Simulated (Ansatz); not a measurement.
# TaH: one candidate of a structure search

The task: take a trial cell of TaH to zero force and stress.

Method: DFT PBE, scalar-relativistic, plane waves, PAW, in Ansatz 0.2.0.

## (1) The structure to begin with

Symmetry: P6/mmm, No. 191, hexagonal system. Conventional cell: a = 2.643 Å, b = 2.643 Å, c = 4.141 Å, α = 90.00°, β = 90.00°, γ = 120.00°. Around Ta (site symmetry 6/mmm) lie 2 H at 2.07 Å. H (site symmetry 6/mmm) is surrounded by 2 Ta at 2.07 Å.

Coordinates:

```xyz
2
Lattice="2.6429 0.0000 0.0000 -1.3215 2.2889 0.0000 0.0000 0.0000 4.1414" Properties=species:S:1:pos:R:3 pbc="T T T"
Ta    0.0000    0.0000    2.0707
H     0.0000    0.0000    0.0000
```

The cell is invented: random cell by space group and Wyckoff sites (P6/mmm, No. 191). Its size is a rough estimate.

## (2) A first look at the guess

input.yaml

```yaml
crystal:
  lattice:
    - [2.6429424, 0.0, 0.0]
    - [-1.3214712, 2.28885526, 0.0]
    - [0.0, 0.0, 4.14140618]
  atoms:
    - { symbol: Ta, position: [0.0, 0.0, 0.5] }
    - { symbol: H, position: [0.0, 0.0, 0.0] }
basis:
  ecutwfc: 420
kpoints:
  mp_grid: { grid: [9, 9, 4] }
hamiltonian:
  xc: pbe
scf:
  occupations: { method: gaussian, width: 0.1 }
  lower_state_search: "off"
output:
  forces: true
  stress: true
  eigenvalues: true
```

On the command line:

```
$ ansatz run input.yaml --threads 1 --pin off --max-ram 2048MiB --backend cpu --events-out ev --progress --plain --runs-dir out
```

Output, cut to the lines that bear on the results:

```text
Warning: RAYON_NUM_THREADS=1 ignored (pool sized by the plan → 1); use --threads N
[...]
Pseudopotentials: kind: paw
Pseudopotential: Ta, paw, valence charge 13, recommended cutoff 420 eV (normal), Ta.paw.azcp
Pseudopotential: H, paw, valence charge 1, recommended cutoff 420 eV (normal), H.paw.azcp
Functional definition: PBE
[...]
Crystal: 2 atoms, lattice volume = 25.053 Å³
Basis set: ecut = 420 eV, 487 PW (Γ), exchange–correlation on 36×36×60 points (8 copies of the dense FFT grid, shifted against one another)
Bands: 11, of which v1, the nominal top of the filled ones, is band 7 counted from 1 (6 counted from 0)
Symmetry: 24 space group operations
Space group: P6/mmm (ITA 191), of the structure as read, at distance tolerance 2.9e-5 Å
[...]
SCF converged after 6 iterations
Free energy (F): -9946.119291 eV
[...]
E sigma→0 (E₀):  -9946.115021 eV
Entropy (-TS):   -0.008539 eV (-4.269 meV/atom)
Fermi energy:    12.727549 eV
[...]
--- Forces (eV/Å), atoms counted from 1 ---
  atom   1  Ta     0.00000000    -0.00000000     0.00000000
  atom   2  H     -0.00000000     0.00000000     0.00000000
[...]
--- Stress (GPa, compression-positive) ---
       33.409139       0.000000       0.000000
        0.000000      33.409139       0.000000
        0.000000       0.000000     -25.280036
  P = ⅓ Tr σ = 13.8461 GPa (138.461 kbar)
--- Band table (eV; the first three rows and the last of 36) ---
  k-point 0: bands = ["-54.5304", "-21.1970", "-19.9349", "-19.9349", "4.9644", "8.1497", "13.8818", "13.8818", "16.7919", "18.7330", "18.7330"]
[...]
```

Run time: 1.3 s. Hardware: 1 thread of Intel Xeon Platinum 8375C at 2.90GHz (Ice Lake), shared host; peak memory 0.33 GiB.

From the probe: pressure 13.8 GPa, largest force 0.00 eV/Å, gap on this mesh none (metal). A cheap, loose relaxation comes first.

## (3) A loose first relaxation

input.yaml, as its differences from that of step 2:

```diff
@@ -21 +21,6 @@
   eigenvalues: true
+relax:
+  adjacent_minimum: "off"
+  f_tol: 0.04
+  max_steps: 70
+  cell: { stress_tol: 0.4 }
```

On the command line:

```
$ ansatz run input.yaml --threads 1 --pin off --max-ram 2048MiB --backend cpu --events-out ev --progress --plain --runs-dir out
```

Output:

```text
Warning: RAYON_NUM_THREADS=1 ignored (pool sized by the plan → 1); use --threads N
Engine: ansatz 0.2.0, x86_64-unknown-linux-gnu
[... 4 set-up lines as earlier in the session ...]
  parameter kappa = 0.804
  parameter beta = 0.06672455060314922
  exchange = pbe_x(kappa = kappa, mu = beta*pi^2/3)
  correlation = pbe_c(beta = beta)
Crystal: 2 atoms, lattice volume = 25.053 Å³
Basis set: ecut = 420 eV, 487 PW (Γ), exchange–correlation on 36×36×60 points (8 copies of the dense FFT grid, shifted against one another)
Bands: 11, of which v1, the nominal top of the filled ones, is band 7 counted from 1 (6 counted from 0)
[... 2 set-up lines as earlier in the session ...]
k-points: 36 of 324
Non-local potential: Ta, projectors of the file, l = 0: 3, l = 1: 2, l = 2: 2, l = 3: 1
Non-local potential: H, projectors of the file, l = 0: 2, l = 1: 1
PAW form: soft (Blöchl's): semilocal exchange-correlation on the pseudo side does not see the compensation charge
PAW one-centre angular grid: Ta, 590 points (default); XC on 64 Gauss nodes
PAW one-centre angular grid: H, 110 points (default); XC on 64 Gauss nodes
Initial density: superposition of atomic densities (neutral atoms: chi_scale 0, normalization atom), corrected by the library's trained network
Initial wavefunctions: pseudopotential atomic-orbital guess
Functional: x = pbe(κ = 0.804, μ = 0.2195149727645171), c = pbe(β = 0.06672455060314922)
SCF iter   1: F=—  HF=-9946.126444 eV  |F-HF|=—  |Δ(HF+E_count)|=         —  Δρ=1.12e-2  dr2=2.12e-2  ethr=1.77e-3  ⟨swp⟩=5.3  Hψ=2308  notcnv=0
preconditioner: auto → none  [metal: Δε(μ)=0.074 eV  Ē_g=6.879 eV  σ=0.100 eV  W_gap=0.39  n_scr=2 (ndim 8)  ℏωp=18.2 eV  f_vac=0.000  D(μ)=1.64/eV (n_scr^D=22)  sad-step TF]
SCF iter   2: F=—  HF=-9946.121358 eV  |F-HF|=—  |Δ(HF+E_count)|=   5.09e-3  Δρ=6.16e-3  dr2=7.76e-3  ethr=1.52e-4  ⟨swp⟩=1.0  Hψ=684  notcnv=0
SCF iter   3: F=—  HF=-9946.119274 eV  |F-HF|=—  |Δ(HF+E_count)|=   2.08e-3  Δρ=6.80e-4  dr2=9.86e-5  ethr=5.55e-5  ⟨swp⟩=2.8  Hψ=623  notcnv=0  defer=2
SCF iter   4: F=—  HF=-9946.119288 eV  |F-HF|=—  |Δ(HF+E_count)|=   1.43e-5  Δρ=1.68e-4  dr2=4.31e-6  ethr=7.04e-7  ⟨swp⟩=2.4  Hψ=551  notcnv=0  defer=2
iter 5 did not close the SCF: its close was put off for the readings that it lacked (scf_convergence_deferred on its scf_iter line)
SCF iter   5: F=-9946.119291 eV  HF=-9946.119291 eV  |F-HF|=1.74e-8  |Δ(HF+E_count)|=   2.69e-6  Δρ=1.61e-5  dr2=2.53e-8  ethr=3.08e-8  ⟨swp⟩=2.2  Hψ=508  notcnv=0  defer=2
SCF iter   6: F=-9946.119291 eV  HF=-9946.119291 eV  |F-HF|=1.22e-9  |Δ(HF+E_count)|=   2.58e-8  Δρ=4.41e-6  dr2=1.49e-9  ethr=1.81e-10  ⟨swp⟩=3.2  Hψ=1735  notcnv=0
SCF 1 converged in 6 iterations: F = -9946.119291 eV  dr2 = 1.49e-9
relax step   1: F+E_penalty+E_count = -9946.11929072 eV  Δ(F+E_penalty+E_count) = +0.000e0 eV  max|allowed force component| = 1.019e-33 eV/Å  Δτ_max = 0.0000 Å  P = +13.846 GPa  Ω = 25.053 Å³  (6 SCF iters, dr2 threshold 1.00e-7 eV, accepted)
Crystal: 2 atoms, lattice volume = 26.307 Å³
Basis set: ecut = 420 eV, 493 PW (Γ), exchange–correlation on 36×36×60 points (8 copies of the dense FFT grid, shifted against one another)
Initial density: handed on by an earlier stage of this run
Initial wavefunctions: those handed on with the density
iter 1 solved again at ethr=4.84e-4 eV; its pass at ethr=3.10e-3 eV (dr2=6.78e-2 eV) is discarded
SCF iter   1: F=—  HF=-9946.595856 eV  |F-HF|=—  |Δ(HF+E_count)|=         —  Δρ=1.25e-2  dr2=6.75e-2  ethr=4.84e-4  ⟨swp⟩=1.0  Hψ=3074  notcnv=0
preconditioner: auto → none  [metal: Δε(μ)=0.051 eV  Ē_g=6.618 eV  σ=0.100 eV  W_gap=0.28  n_scr=2 (ndim 8)  ℏωp=17.7 eV  f_vac=0.000  D(μ)=1.83/eV (n_scr^D=22)]
SCF iter   2: F=—  HF=-9946.582837 eV  |F-HF|=—  |Δ(HF+E_count)|=   1.30e-2  Δρ=5.39e-3  dr2=1.19e-2  ethr=4.82e-4  ⟨swp⟩=2.1  Hψ=645  notcnv=0
SCF iter   3: F=—  HF=-9946.579098 eV  |F-HF|=—  |Δ(HF+E_count)|=   3.74e-3  Δρ=2.00e-3  dr2=3.93e-4  ethr=8.50e-5  ⟨swp⟩=1.2  Hψ=656  notcnv=0
SCF iter   4: F=—  HF=-9946.579268 eV  |F-HF|=—  |Δ(HF+E_count)|=   1.70e-4  Δρ=4.74e-4  dr2=8.14e-5  ethr=2.81e-6  ⟨swp⟩=2.2  Hψ=531  notcnv=0
SCF iter   5: F=—  HF=-9946.579244 eV  |F-HF|=—  |Δ(HF+E_count)|=   2.33e-5  Δρ=1.01e-4  dr2=2.92e-6  ethr=5.82e-7  ⟨swp⟩=1.9  Hψ=454  notcnv=0
SCF iter   6: F=-9946.579244 eV  HF=-9946.579244 eV  |F-HF|=6.94e-8  |Δ(HF+E_count)|=   1.43e-7  Δρ=1.52e-5  dr2=9.77e-8  ethr=1.43e-9  ⟨swp⟩=4.0  Hψ=1826  notcnv=0
SCF 2 converged in 6 iterations: F = -9946.579244 eV  dr2 = 9.77e-8
relax step   2: F+E_penalty+E_count = -9946.57924436 eV  Δ(F+E_penalty+E_count) = -4.600e-1 eV  max|allowed force component| = 3.807e-32 eV/Å  Δτ_max = 0.0000 Å  P = +0.762 GPa  Ω = 26.307 Å³  energy of the carried Pulay correction = -1.014e-3 eV  (6 SCF iters, dr2 threshold 2.00e-7 eV, accepted)
Crystal: 2 atoms, lattice volume = 25.623 Å³
Basis set: ecut = 420 eV, 505 PW (Γ), exchange–correlation on 36×36×60 points (8 copies of the dense FFT grid, shifted against one another)
iter 1 solved again at ethr=2.66e-4 eV; its pass at ethr=3.10e-3 eV (dr2=3.72e-2 eV) is discarded
SCF iter   1: F=—  HF=-9946.695574 eV  |F-HF|=—  |Δ(HF+E_count)|=         —  Δρ=1.19e-2  dr2=3.75e-2  ethr=2.66e-4  ⟨swp⟩=1.0  Hψ=2911  notcnv=0
preconditioner: auto → none  [metal: Δε(μ)=0.047 eV  Ē_g=6.770 eV  σ=0.100 eV  W_gap=0.26  n_scr=2 (ndim 8)  ℏωp=18.0 eV  f_vac=0.000  D(μ)=1.83/eV (n_scr^D=22)]
SCF iter   2: F=—  HF=-9946.683095 eV  |F-HF|=—  |Δ(HF+E_count)|=   1.25e-2  Δρ=3.09e-3  dr2=2.24e-3  ethr=2.66e-4  ⟨swp⟩=2.0  Hψ=631  notcnv=0
SCF iter   3: F=—  HF=-9946.682537 eV  |F-HF|=—  |Δ(HF+E_count)|=   5.58e-4  Δρ=1.45e-3  dr2=2.86e-4  ethr=1.60e-5  ⟨swp⟩=1.2  Hψ=650  notcnv=0
SCF iter   4: F=—  HF=-9946.682510 eV  |F-HF|=—  |Δ(HF+E_count)|=   2.70e-5  Δρ=4.64e-4  dr2=2.72e-5  ethr=2.04e-6  ⟨swp⟩=2.0  Hψ=439  notcnv=0
SCF iter   5: F=—  HF=-9946.682503 eV  |F-HF|=—  |Δ(HF+E_count)|=   6.30e-6  Δρ=1.03e-4  dr2=1.07e-6  ethr=1.95e-7  ⟨swp⟩=2.2  Hψ=479  notcnv=0
SCF iter   6: F=-9946.682504 eV  HF=-9946.682504 eV  |F-HF|=1.62e-8  |Δ(HF+E_count)|=   6.27e-7  Δρ=1.63e-5  dr2=4.37e-8  ethr=1.43e-9  ⟨swp⟩=5.9  Hψ=1879  notcnv=0
SCF 3 converged in 6 iterations: F = -9946.682504 eV  dr2 = 4.37e-8
relax step   3: F+E_penalty+E_count = -9946.68250406 eV  Δ(F+E_penalty+E_count) = -1.033e-1 eV  max|allowed force component| = 5.540e-30 eV/Å  Δτ_max = 0.0000 Å  P = +2.601 GPa  Ω = 25.623 Å³  energy of the carried Pulay correction = -5.598e-4 eV  (6 SCF iters, dr2 threshold 2.00e-7 eV, accepted)
Crystal: 2 atoms, lattice volume = 25.867 Å³
iter 1 solved again at ethr=1.75e-5 eV; its pass at ethr=3.10e-3 eV (dr2=2.45e-3 eV) is discarded
SCF iter   1: F=—  HF=-9946.693408 eV  |F-HF|=—  |Δ(HF+E_count)|=         —  Δρ=2.53e-3  dr2=2.24e-3  ethr=1.75e-5  ⟨swp⟩=1.0  Hψ=2699  notcnv=0
preconditioner: auto → none  [metal: Δε(μ)=0.024 eV  Ē_g=6.678 eV  σ=0.100 eV  W_gap=0.13  n_scr=2 (ndim 8)  ℏωp=17.9 eV  f_vac=0.000  D(μ)=1.96/eV (n_scr^D=22)]
SCF iter   2: F=—  HF=-9946.692656 eV  |F-HF|=—  |Δ(HF+E_count)|=   7.52e-4  Δρ=8.25e-4  dr2=7.69e-5  ethr=1.60e-5  ⟨swp⟩=2.0  Hψ=491  notcnv=0
SCF iter   3: F=—  HF=-9946.692644 eV  |F-HF|=—  |Δ(HF+E_count)|=   1.17e-5  Δρ=3.69e-4  dr2=1.17e-5  ethr=5.49e-7  ⟨swp⟩=2.6  Hψ=628  notcnv=0
SCF iter   4: F=—  HF=-9946.692649 eV  |F-HF|=—  |Δ(HF+E_count)|=   5.11e-6  Δρ=1.60e-4  dr2=2.53e-6  ethr=8.38e-8  ⟨swp⟩=1.4  Hψ=411  notcnv=0
SCF iter   5: F=-9946.692650 eV  HF=-9946.692650 eV  |F-HF|=3.77e-8  |Δ(HF+E_count)|=   6.93e-7  Δρ=3.67e-5  dr2=1.24e-7  ethr=1.43e-9  ⟨swp⟩=3.3  Hψ=1670  notcnv=0
SCF 4 converged in 5 iterations: F = -9946.692650 eV  dr2 = 1.24e-7
relax step   4: F+E_penalty+E_count = -9946.69265011 eV  Δ(F+E_penalty+E_count) = -1.015e-2 eV  max|allowed force component| = 4.622e-33 eV/Å  Δτ_max = 0.0000 Å  P = +1.298 GPa  Ω = 25.867 Å³  energy of the carried Pulay correction = -7.572e-4 eV  (5 SCF iters, dr2 threshold 2.00e-7 eV, accepted)
Crystal: 2 atoms, lattice volume = 26.197 Å³
Basis set: ecut = 420 eV, 529 PW (Γ), exchange–correlation on 36×36×60 points (8 copies of the dense FFT grid, shifted against one another)
iter 1 solved again at ethr=1.84e-6 eV; its pass at ethr=3.10e-3 eV (dr2=2.57e-4 eV) is discarded
SCF iter   1: F=—  HF=-9946.693875 eV  |F-HF|=—  |Δ(HF+E_count)|=         —  Δρ=7.74e-4  dr2=2.24e-4  ethr=1.84e-6  ⟨swp⟩=2.0  Hψ=2681  notcnv=0
preconditioner: auto → none  [metal: Δε(μ)=0.044 eV  Ē_g=6.583 eV  σ=0.100 eV  W_gap=0.24  n_scr=2 (ndim 8)  ℏωp=17.8 eV  f_vac=0.000  D(μ)=2.15/eV (n_scr^D=22)]
SCF iter   2: F=—  HF=-9946.693828 eV  |F-HF|=—  |Δ(HF+E_count)|=   4.65e-5  Δρ=3.90e-4  dr2=2.50e-5  ethr=1.60e-6  ⟨swp⟩=2.1  Hψ=496  notcnv=0
SCF iter   3: F=—  HF=-9946.693825 eV  |F-HF|=—  |Δ(HF+E_count)|=   3.44e-6  Δρ=9.41e-5  dr2=2.72e-6  ethr=1.79e-7  ⟨swp⟩=2.6  Hψ=577  notcnv=0
SCF iter   4: F=-9946.693825 eV  HF=-9946.693825 eV  |F-HF|=3.41e-8  |Δ(HF+E_count)|=   9.41e-8  Δρ=1.91e-5  dr2=3.14e-8  ethr=1.43e-9  ⟨swp⟩=3.6  Hψ=1813  notcnv=0
SCF 5 converged in 4 iterations: F = -9946.693825 eV  dr2 = 3.14e-8
relax step   5: F+E_penalty+E_count = -9946.69382477 eV  Δ(F+E_penalty+E_count) = -1.175e-3 eV  max|allowed force component| = 1.517e-29 eV/Å  Δτ_max = 0.0000 Å  P = -0.240 GPa  Ω = 26.197 Å³  energy of the carried Pulay correction = -1.004e-3 eV  (4 SCF iters, dr2 threshold 2.00e-7 eV, accepted)
Crystal: 2 atoms, lattice volume = 26.147 Å³
iter 1 solved again at ethr=2.22e-7 eV; its pass at ethr=3.10e-3 eV (dr2=3.11e-5 eV) is discarded
SCF iter   1: F=—  HF=-9946.693981 eV  |F-HF|=—  |Δ(HF+E_count)|=         —  Δρ=4.29e-4  dr2=3.19e-5  ethr=2.22e-7  ⟨swp⟩=2.0  Hψ=2593  notcnv=0
preconditioner: auto → none  [metal: Δε(μ)=0.047 eV  Ē_g=6.594 eV  σ=0.100 eV  W_gap=0.25  n_scr=2 (ndim 8)  ℏωp=17.8 eV  f_vac=0.000  D(μ)=2.16/eV (n_scr^D=22)]
SCF iter   2: F=—  HF=-9946.693971 eV  |F-HF|=—  |Δ(HF+E_count)|=   1.00e-5  Δρ=1.56e-4  dr2=3.30e-6  ethr=2.22e-7  ⟨swp⟩=2.0  Hψ=477  notcnv=0
SCF iter   3: F=—  HF=-9946.693971 eV  |F-HF|=—  |Δ(HF+E_count)|=   3.86e-7  Δρ=4.43e-5  dr2=2.92e-7  ethr=2.36e-8  ⟨swp⟩=2.4  Hψ=538  notcnv=0
SCF iter   4: F=-9946.693971 eV  HF=-9946.693971 eV  |F-HF|=8.16e-9  |Δ(HF+E_count)|=   6.57e-9  Δρ=1.06e-5  dr2=1.06e-8  ethr=1.43e-9  ⟨swp⟩=4.9  Hψ=1585  notcnv=0
SCF 6 converged in 4 iterations: F = -9946.693971 eV  dr2 = 1.06e-8
relax step   6: F+E_penalty+E_count = -9946.69397079 eV  Δ(F+E_penalty+E_count) = -1.460e-4 eV  max|allowed force component| = 5.341e-32 eV/Å  Δτ_max = 0.0000 Å  P = +0.042 GPa  Ω = 26.147 Å³  energy of the carried Pulay correction = -9.689e-4 eV  (4 SCF iters, dr2 threshold 2.00e-7 eV, accepted)
Basis set: ecut = 420 eV, 529 PW (Γ), exchange–correlation on 40×40×50 points (8 copies of the dense FFT grid, shifted against one another)
Initial wavefunctions: pseudopotential atomic-orbital guess (no wavefunctions were taken with the density)
iter 1 solved again at ethr=1.33e-7 eV; its pass at ethr=3.10e-3 eV (dr2=1.86e-5 eV) is discarded
SCF iter   1: F=—  HF=-9946.696625 eV  |F-HF|=—  |Δ(HF+E_count)|=         —  Δρ=7.25e-4  dr2=7.82e-6  ethr=1.33e-7  ⟨swp⟩=2.9  Hψ=3297  notcnv=0
preconditioner: auto → none  [metal: Δε(μ)=0.048 eV  Ē_g=6.593 eV  σ=0.100 eV  W_gap=0.25  n_scr=2 (ndim 8)  ℏωp=17.8 eV  f_vac=0.000  D(μ)=2.16/eV (n_scr^D=22)]
SCF iter   2: F=—  HF=-9946.696909 eV  |F-HF|=—  |Δ(HF+E_count)|=   2.84e-4  Δρ=3.63e-4  dr2=1.84e-6  ethr=5.59e-8  ⟨swp⟩=2.0  Hψ=469  notcnv=0
SCF iter   3: F=—  HF=-9946.697009 eV  |F-HF|=—  |Δ(HF+E_count)|=   1.00e-4  Δρ=1.95e-5  dr2=5.23e-8  ethr=1.31e-8  ⟨swp⟩=2.1  Hψ=509  notcnv=0
SCF iter   4: F=—  HF=-9946.697009 eV  |F-HF|=—  |Δ(HF+E_count)|=   1.44e-7  Δρ=4.06e-6  dr2=1.67e-9  ethr=3.73e-10  ⟨swp⟩=2.2  Hψ=523  notcnv=0
SCF iter   5: F=-9946.697009 eV  HF=-9946.697009 eV  |F-HF|=3.98e-10  |Δ(HF+E_count)|=   3.19e-9  Δρ=1.06e-6  dr2=5.65e-11  ethr=9.14e-12  ⟨swp⟩=4.3  Hψ=1262  notcnv=0
SCF 7 converged in 5 iterations: F = -9946.697009 eV  dr2 = 5.65e-11
relax step   7: F+E_penalty+E_count = -9946.69700940 eV  Δ(F+E_penalty+E_count) = -3.039e-3 eV  max|allowed force component| = 1.123e-33 eV/Å  Δτ_max = 0.0000 Å  P = +0.114 GPa  Ω = 26.147 Å³  stress off target by 2.23e-1 GPa  SCF on the basis re-selected at this cell (its energy is not comparable with the rows above)  (5 SCF iters)
basis re-selected at this cell: Δ(F+E_penalty+E_count) = -3.039e-3 eV, ΔP = +0.072 GPa vs the last step (what re-selecting the basis moved, of the pressure what is left beyond the Pulay correction that the steps carried, after the strain that the cell walked since its last selection, with what the two solves' SCF thresholds leave and, on support functions, any second-order correction that the steps lacked; it is no measure of the basis error at this ecutwfc). The dense FFT grid was sized anew with the basis: this SCF ran on 20×20×25 points, the steps before it on 18×18×30, so part of this shift can come from that change (see relax.cell in the input reference). This SCF's stress stands 2.23e-1 GPa from its target on what of the cell is left free (relax.cell.stress_tol is 4.00e-1 GPa) and its largest allowed force component is 1.12e-33 eV/Å (relax.f_tol is 4.00e-2 eV/Å): within both
SCF converged after 5 iterations
Free energy (F): -9946.697009 eV
Harris-Foulkes:  -9946.697009 eV  (|F-HF|=3.98e-10)
Internal energy: -9946.686204 eV  (E = F + TS)
E sigma→0 (E₀):  -9946.691607 eV
Entropy (-TS):   -0.010806 eV (-5.403 meV/atom)
Fermi energy:    12.515973 eV
--- Per-component energies (eV) ---
  E_band       = -181.059693
  E_kinetic    = 378.705141
  E_local      = -835.475597  (includes V_loc(G=0)·N_el)
  E_nonlocal   = 16.943407
  E_hartree    = 293.214982
  E_xc         = -226.386971
  E_vxc        = -214.275806  (∫ρ·V_xc dr)
  E_paw        = -8397.056704  (= ΣΔE_a)
  E_vpaw       = -113.385735  (= ΣTr[D̂ρ^β])
  E_aug_tail   = -0.001078  (compensation charges beyond the density's cutoff)
  E_ewald      = -1176.629385
  E_smearing   = -0.010806  (= −TS)
  E_closure    = 0.000000  (closes the sum)
  Σ components = -9946.697009   (vs F -9946.697009, Δ=0.00e0)
--- Forces (eV/Å), atoms counted from 1 ---
  atom   1  Ta     0.00000000     0.00000000     0.00000000
  atom   2  H      0.00000000     0.00000000     0.00000000
  max |Σ_I F_I| component: 2.76e-33 eV/Å
--- Stress (GPa, compression-positive) ---
        0.223302       0.000000       0.000000
        0.000000       0.223302      -0.000000
        0.000000      -0.000000      -0.104202
  P = ⅓ Tr σ = 0.1141 GPa (1.141 kbar)
--- Band table (eV; the first three rows and the last of 36) ---
  k-point 0: bands = ["-55.1140", "-21.7692", "-20.9887", "-20.9887", "4.1666", "8.0294", "13.4556", "13.4556", "17.1315", "17.1315", "18.3612"]
  k-point 1: bands = ["-55.1130", "-21.8196", "-20.9872", "-20.9872", "5.1904", "8.0523", "13.4963", "13.4963", "16.1766", "16.8472", "16.8472"]
  k-point 2: bands = ["-55.1121", "-21.8694", "-20.9858", "-20.9858", "7.0227", "7.5239", "13.5375", "13.5375", "14.1553", "16.5870", "16.5870"]
  k-point 35: bands = ["-54.9943", "-21.8087", "-21.8087", "-21.6640", "11.1875", "11.4885", "11.4885", "12.5528", "12.5528", "15.6205", "21.2650"]
--- Relaxed structure (6 steps of the walk, 6 accepted, 1 SCFs on fresh bases) ---
  F+E_penalty+E_count = -9946.69700940 eV   max|allowed force component| = 1.123e-33 eV/Å   (the final SCF, on the basis selected at the relaxed cell)
  cell:  # Å, volume = 26.1472 Å³
    - [2.850677722427063, 6.962836681112936e-34, 0.0]
    - [-1.4253388612135316, 2.4687593256242013, 0.0]
    - [0.0, 0.0, 3.7153435150372425]
  atoms:
    - { symbol: Ta, position: [-7.311915575295342e-35, -8.764979860634327e-37, 0.5] }
    - { symbol: H, position: [7.311915575295342e-35, 8.764979860634352e-37, 0.0] }
```

Wall time 7.7 s (1 thread of Intel Xeon Platinum 8375C at 2.90GHz (Ice Lake), shared host); peak memory 0.36 GiB.

The steps of the relaxation:

```csv
step,E - E(step 1) (eV/cell),largest force component (eV/Å),pressure (GPa),volume (Å³)
1,0.0000,0.0000,13.85,25.05
2,-0.4600,0.0000,0.76,26.31
3,-0.5632,0.0000,2.60,25.62
4,-0.5734,0.0000,1.30,25.87
5,-0.5745,0.0000,-0.24,26.20
6,-0.5747,0.0000,0.04,26.15
7,-0.5777,0.0000,0.11,26.15
```

Step 1 is the start. Step 7 repeats the geometry before it on a plane-wave basis chosen anew for that cell, so its energy need not be comparable with the rows above.

|  | before | after | change |
| --- | --- | --- | --- |
| a (Å) | 2.643 | 2.851 | +7.9 % |
| b (Å) | 2.643 | 2.851 | +7.9 % |
| c (Å) | 4.141 | 3.715 | -10.3 % |
| volume (Å³/atom) | 12.53 | 13.07 | +4.4 % |
| shortest distance (Å) | 2.071 | 1.858 | -10.3 % |
| space group (0.01 Å) | P6/mmm | P6/mmm | same |

The run keeps the 24 symmetry operations of the start, so it could not have lowered the symmetry.

[end of part 1 of 3]
